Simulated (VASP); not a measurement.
# Si (Fd-3m) in VASP: further runs

Aim: see how the results for Si move with the level of theory and the settings. Levels: r2SCAN+rVV10, HSE06, PBE. Tasks: band structure.

Everything below comes from runs of VASP 6.6.1. Logs are shortened: lines on timing, memory, paths and dates and some standing lists are left out, and cuts for length are marked.

### 1 The crystal as given

It takes space group Fd-3m (No. 227, cubic). The conventional cell has a = 5.431 Å, b = 5.431 Å, c = 5.431 Å, α = 90.00°, β = 90.00°, γ = 90.00°. Si (site symmetry -43m) has 4 Si at 2.35 Å as nearest neighbours.

The cell was built by a generator and needn't be a form met in nature.

### 2 Band structure, r2SCAN+rVV10

Contents of INCAR:

```
ALGO     = Normal         # electronic algorithm
BPARAM   = 11.95        
CPARAM   = 0.0093       
EDIFF    = 1E-6           # SCF threshold, eV
ENCUT    = 520            # plane-wave cutoff, eV
ISIF     = 2              # what is computed and relaxed
ISMEAR   = 0              # smearing method
IVDW_NL  = 2            
LASPH    = True           # aspherical terms in the spheres
LCHARG   = False          # write CHGCAR
LMIXTAU  = True         
LREAL    = False          # projectors in reciprocal space
LUSE_VDW = True         
LWAVE    = False          # write WAVECAR
METAGGA  = R2SCAN         # meta-GGA
NBANDS   = 11             # bands
NELM     = 80             # most SCF steps
PREC     = Accurate       # precision mode
SIGMA    = 0.02           # smearing width, eV
```

Contents of KPOINTS:

```
k-points
0
Gamma
  10 10 10
```

Contents of POSCAR:

```
Si                                      
1.0
    0.0000000000      2.7156083097      2.7156083097
    2.7156083097     -0.0000000000      2.7156083097
    2.7156083097      2.7156083097     -0.0000000000
  Si            
     2
Direct
     0.0000000000000000    0.0000000000000000    0.0000000000000000
     0.2500000000000000    0.2500000000000000    0.2500000000000000
```

Contents of KPOINTS_OPT:

```
path GXWKGLUWLK,UX
15
line-mode
reciprocal
 0.0000000000  0.0000000000  0.0000000000  G
 0.5000000000  0.0000000000  0.5000000000  X

 0.5000000000  0.0000000000  0.5000000000  X
 0.5000000000  0.2500000000  0.7500000000  W

 0.5000000000  0.2500000000  0.7500000000  W
 0.3750000000  0.3750000000  0.7500000000  K

 0.3750000000  0.3750000000  0.7500000000  K
 0.0000000000  0.0000000000  0.0000000000  G

 0.0000000000  0.0000000000  0.0000000000  G
 0.5000000000  0.5000000000  0.5000000000  L

 0.5000000000  0.5000000000  0.5000000000  L
 0.6250000000  0.2500000000  0.6250000000  U

 0.6250000000  0.2500000000  0.6250000000  U
 0.5000000000  0.2500000000  0.7500000000  W

 0.5000000000  0.2500000000  0.7500000000  W
 0.5000000000  0.5000000000  0.5000000000  L

 0.5000000000  0.5000000000  0.5000000000  L
 0.3750000000  0.3750000000  0.7500000000  K

 0.6250000000  0.2500000000  0.6250000000  U
 0.5000000000  0.0000000000  0.5000000000  X
```

Potentials or basis: VASP PAW PBE potentials, release 64 (Si).

On the command line:

```sh
> cat potpaw_PBE.64/Si/POTCAR > POTCAR
> mpirun -np 1 vasp_std > vasp.out
```

OUTCAR:

```text
BPARAM = 11.95
   EDIFF = 1E-6
   ENCUT = 520
   ISIF = 2
   ISMEAR = 0
   IVDW_NL = 2
   LASPH = True
   LREAL = False
   METAGGA = R2SCAN
   NELM = 80
   PREC = Accurate

 ion  position               nearest neighbor table
   1  0.000  0.000  0.000-   2 2.35   2 2.35   2 2.35   2 2.35
   2  0.250  0.250  0.250-   1 2.35   1 2.35   1 2.35   1 2.35

  LATTYP: Found a face centered cubic cell.
 ALAT       =     5.4312166194

  Lattice vectors:

 A1 = (   0.0000000000,   2.7156083097,   2.7156083097)
 A2 = (   2.7156083097,   0.0000000000,   2.7156083097)
 A3 = (   2.7156083097,   2.7156083097,   0.0000000000)

Analysis of symmetry for initial positions (statically):
=====================================================================
 Subroutine PRICEL returns:
 Original cell was already a primitive cell.

 Routine SETGRP: Setting up the symmetry group for a
 face centered cubic supercell.

 Subroutine GETGRP returns: Found 48 space group operations
 (whereof 24 operations were pure point group operations)
 out of a pool of 48 trial point group operations.

The static configuration has the point symmetry T_d .
 The point group associated with its full space group is O_h .

Analysis of symmetry for dynamics (positions and initial velocities):
=====================================================================
 Subroutine PRICEL returns:
 Original cell was already a primitive cell.

 Routine SETGRP: Setting up the symmetry group for a
 face centered cubic supercell.

 Subroutine GETGRP returns: Found 48 space group operations
 (whereof 24 operations were pure point group operations)
 out of a pool of 48 trial point group operations.

The dynamic configuration has the point symmetry T_d .
 The point group associated with its full space group is O_h .

 Subroutine INISYM returns: Found 48 space group operations
 (whereof 24 operations are pure point group operations),
 and found     1 'primitive' translations

----------------------------------------------------------------------------------------

                                     Primitive cell

  volume of cell :      40.0527

  direct lattice vectors                    reciprocal lattice vectors
     0.000000000  2.715608310  2.715608310    -0.184120809  0.184120809  0.184120809
     2.715608310  0.000000000  2.715608310     0.184120809 -0.184120809  0.184120809
     2.715608310  2.715608310  0.000000000     0.184120809  0.184120809 -0.184120809

  length of vectors
[... 93 lines left out ...]
   NELECT =       8.0000    total number of electrons
   NUPDOWN=      -1.0000    fix difference up-down
   EMIN   =  10.00;   EMAX   =-10.00  energy-range for DOS
   EFERMI =   0.00;   METHOD = LEGACY
   ISMEAR =     0;   SIGMA  =   0.02  broadening in eV -4-tet -1-fermi 0-gaus
   EFERMI_NEDOS =   21; number of points for ismear=-14 and -15
   IALGO  =     38    algorithm
   IMIX   =      4    mixing-type and parameters
     AMIX     =   0.40;   BMIX     =  1.00
     AMIX_MAG =   1.60;   BMIX_MAG =  1.00
  volume/ion in A,a.u.               =      20.03       135.14
  Fermi-wavevector in a.u.,A,eV,Ry     =   0.956961  1.808395 12.459874  0.915775
  Thomas-Fermi vector in A             =   2.085936
   LORBIT       =      0    0 simple, 1 ext, 2 COOP (PROOUT), +10 PAW based schemes
   METAGGA = R2SCAN    functional components
   LHFCALC =     F    Hartree Fock is set to
   AEXX    =    0.0000 exact exchange contribution
   IVDW_NL    =     2    kernel type
   BPARAM     =11.9500
   IVDW    =     0    specifies the selected vdW correction
   LEPSILON=     F    determine dielectric tensor
   LRPA    =     F    only Hartree local field effects (RPA)
 non-spin polarized calculation
 Gauss-broadening in eV      SIGMA  =   0.02
  energy-cutoff  :      520.00
  volume of cell :       40.05
 maximum number of plane-waves:      1091
 NGX is ok and might be reduce to    30
   NGX = 15   NGY = 15   NGZ = 15

 number of electron       8.0000000 magnetization

 Free energy of the ion-electron system (eV)
  ---------------------------------------------------
  ext. energy  EPLUGINS =         0.00000000
  ---------------------------------------------------
  free energy    TOTEN  =       -17.40404584 eV

  energy without entropy =      -17.40404584  energy(sigma->0) =      -17.40404584

 E-fermi :   5.8523     XC(G=0):  -9.8926

 val. band max:        5.7339252624   @ k =   0.0000   0.0000   0.0000
 cond. band min:       6.4800209694   @ k =   0.4000   0.4000   0.0000
 fundamental gap:      0.7460957069
 Fermi energy:         5.8523174481

 k-point     1 :       0.0000    0.0000    0.0000
  band No.  band energies     occupation
      1      -6.8013      2.00000
      2       5.7339      2.00000
      3       5.7339      2.00000
      4       5.7339      2.00000
      5       8.4836      0.00000
      6       8.4836      0.00000
      7       8.4836      0.00000
      8       9.7127      0.00000
      9      13.8542      0.00000
     10      13.8542      0.00000
     11      14.3484      0.00000
[... 309 lines left out ...]
 k-point    24 :       0.4000    0.3000    0.0000
  band No.  band energies     occupation
      1      -4.5212      2.00000
      2       0.1045      2.00000
      3       2.7303      2.00000
      4       3.1583      2.00000
      5       6.9624      0.00000
      6       8.2164      0.00000
      7      13.1976      0.00000
      8      13.2792      0.00000
      9      16.7951      0.00000
     10      17.3483      0.00000
     11      18.6791      0.00000

 [... further k-points ...]

------------------------ aborting loop because EDIFF is reached ----------------------------------------

  FORCE on cell =-STRESS in cart. coord.  units (eV):
  Direction    XX          YY          ZZ          XY          YZ          ZX
  --------------------------------------------------------------------------------------
  -------------------------------------------------------------------------------------
  Total        0.0043454      0.0043454      0.0043454      0.0000000     -0.0000000     -0.0000000
  in kB        0.1738218      0.1738218      0.1738218      0.0000000     -0.0000000     -0.0000000
  external PRESSURE =       0.1738218 kB  Pullay stress =       0.0000000 kB

 VOLUME and BASIS-vectors are now :
 -----------------------------------------------------------------------------
  energy-cutoff  :      520.00
  volume of cell :       40.05
      direct lattice vectors                 reciprocal lattice vectors
     0.000000000  2.715608310  2.715608310    -0.184120809  0.184120809  0.184120809
     2.715608310  0.000000000  2.715608310     0.184120809 -0.184120809  0.184120809
     2.715608310  2.715608310  0.000000000     0.184120809  0.184120809 -0.184120809

 POSITION                                       TOTAL-FORCE (eV/Angst)
 -----------------------------------------------------------------------------------
      0.00000      0.00000      0.00000        -0.000000     -0.000000     -0.000000
      1.35780      1.35780      1.35780         0.000000      0.000000      0.000000
 -----------------------------------------------------------------------------------
    total drift:                               -0.000000     -0.000000     -0.000000

  FREE ENERGIE OF THE ION-ELECTRON SYSTEM (eV)
  ---------------------------------------------------
  free  energy   TOTEN  =       -17.4040458402 eV

  energy  without entropy=      -17.4040458402  energy(sigma->0) =      -17.40404584
```

OSZICAR:

```text
N       E                     dE             d eps       ncg     rms          rms(c)
DAV:   1    -0.162553240740E+01   -0.16255E+01   -0.32697E+03  1034   0.579E+02
DAV:   2    -0.180127843442E+02   -0.16387E+02   -0.15684E+02  1312   0.831E+01
[... 35 lines left out ...]
DAV:   4     0.346569733728E+02   -0.13869E+00     1252
DAV:   5     0.346557526261E+02   -0.12207E-02     1368
DAV:   6     0.346557401330E+02   -0.12493E-04     1239
DAV:   7     0.346557399578E+02   -0.17517E-06     1262
       N       E                     dE             ncg
DAV:   1     0.109945050091E+05   -0.25610E+04      198
DAV:   2     0.108471074936E+05   -0.14740E+03      274
DAV:   3     0.108432701141E+05   -0.38374E+01      283
DAV:   4     0.108432519692E+05   -0.18145E-01      300
DAV:   5     0.108432519493E+05   -0.19833E-04      334
DAV:   6     0.108432519493E+05   -0.14326E-07      260
```

stdout:

```text
POSCAR found type information on POSCAR Si
 POSCAR found :  1 types and       2 ions
 scaLAPACK will be used
 -----------------------------------------------------------------------------
|                                                                             |
|                                                                             |
[... 35 lines left out ...]
Total rVV10 correction in eV:      0.1451317    10.7363898
Total rVV10 correction in eV:      0.1451308    10.7363898
Total rVV10 correction in eV:      0.1451172    10.7363898
Total rVV10 correction in eV:      0.1451251    10.7363898
Total rVV10 correction in eV:      0.1451175    10.7363898
 Start KPOINTS_OPT (optional k-point list driver)
k-point batch [1-47\150]
k-point batch [48-94\150]
k-point batch [95-141\150]
k-point batch [142-150\150]
```

Run time: 2.5 min. Hardware: 1 thread of AMD EPYC 9R45 (Zen 5), shared host; peak memory 0.25 GiB.

Results:

| Property | Result |
| --- | --- |
| Free energy | -17.4040 eV |
| Pressure | 0.0 GPa |
| Band gap on the k mesh | 0.75 eV, indirect (least direct gap 2.75 eV) |
| Band gap along the path | 0.74 eV, indirect (least direct gap 2.75 eV) |

Levels at the corners of the path, in eV from the valence-band top:
| point | band 1 | band 2 | band 3 | band 4 | band 5 | band 6 | band 7 | band 8 |
| --- | --- | --- | --- | --- | --- | --- | --- | --- |
| Γ | -12.54 | 0.00 | 0.00 | 0.00 | 2.75 | 2.75 | 2.75 | 3.98 |
| X | -8.16 | -8.16 | -3.02 | -3.02 | 0.88 | 0.88 | 10.88 | 10.88 |
| X | -8.16 | -8.16 | -3.02 | -3.02 | 0.88 | 0.88 | 10.88 | 10.88 |
| W | -7.99 | -7.99 | -4.04 | -4.04 | 4.57 | 4.57 | 5.42 | 5.42 |
| W | -7.99 | -7.99 | -4.04 | -4.04 | 4.57 | 4.57 | 5.42 | 5.42 |
| K | -8.60 | -7.54 | -4.51 | -2.57 | 1.40 | 4.45 | 7.99 | 8.57 |
| K | -8.60 | -7.54 | -4.51 | -2.57 | 1.40 | 4.45 | 7.99 | 8.57 |
| Γ | -12.54 | 0.00 | 0.00 | 0.00 | 2.75 | 2.75 | 2.75 | 3.98 |
| Γ | -12.54 | 0.00 | 0.00 | 0.00 | 2.75 | 2.75 | 2.75 | 3.98 |
| L | -10.08 | -7.28 | -1.27 | -1.27 | 1.86 | 3.57 | 3.57 | 8.27 |
| L | -10.08 | -7.28 | -1.27 | -1.27 | 1.86 | 3.57 | 3.57 | 8.27 |
| U | -8.60 | -7.54 | -4.51 | -2.57 | 1.40 | 4.45 | 7.99 | 8.57 |
| U | -8.60 | -7.54 | -4.51 | -2.57 | 1.40 | 4.45 | 7.99 | 8.57 |
| W | -7.99 | -7.99 | -4.04 | -4.04 | 4.57 | 4.57 | 5.42 | 5.42 |
| W | -7.99 | -7.99 | -4.04 | -4.04 | 4.57 | 4.57 | 5.42 | 5.42 |
| L | -10.08 | -7.28 | -1.27 | -1.27 | 1.86 | 3.57 | 3.57 | 8.27 |
| L | -10.08 | -7.28 | -1.27 | -1.27 | 1.86 | 3.57 | 3.57 | 8.27 |
| K | -8.60 | -7.54 | -4.51 | -2.57 | 1.40 | 4.45 | 7.99 | 8.57 |
| U | -8.60 | -7.54 | -4.51 | -2.57 | 1.40 | 4.45 | 7.99 | 8.57 |
| X | -8.16 | -8.16 | -3.02 | -3.02 | 0.88 | 0.88 | 10.88 | 10.88 |

Caveat: the PAW data sets were made with another functional, which shifts forces and pressure a little. r2SCAN opens gaps a little over a GGA but as a rule still falls short of measured ones.

(Continued in part 2 of 2.)
